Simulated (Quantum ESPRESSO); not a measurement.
Crystal: BaZrO3.

```
Ba Zr O
1.0
     4.19134    0.00000    0.00000
     0.00000    4.19134    0.00000
     0.00000    0.00000    4.19134
Ba Zr O
1 1 3
Direct
  0.00000 0.00000 0.00000
  0.50000 0.50000 0.50000
  0.50000 0.50000 0.00000
  0.50000 0.00000 0.50000
  0.00000 0.50000 0.50000
```

Base run:

* Program: Quantum ESPRESSO 7.5
* Functional: PBE
* Potentials or basis: GBRV 1.5 PBE
* Cutoff: 612 eV
* Density cutoff: 4898 eV
* k mesh: 8 × 8 × 8
* Occupations: fermi-dirac, width 0.05 eV
* Spin: no spin polarisation

Its results: band gap on the k mesh 3.24 eV, indirect (least direct gap 3.44 eV); pressure 4.5 GPa.

The run is repeated on the same cell with these changes: k mesh from 8 × 8 × 8 to 2 × 2 × 2. What comes out?

Band gap on the k mesh 3.03 eV, indirect (least direct gap 3.25 eV); pressure 6.2 GPa.

Caveats: some runs use coarse meshes; the cell is more than 3 GPa from zero pressure, which shifts response properties; spin-orbit coupling is left out, which moves the levels of the heavy elements; on a mesh that holds Γ this program's dielectric tensor can be off by some percent beyond the error of the mesh (some runs).

A k mesh can miss the band edges.
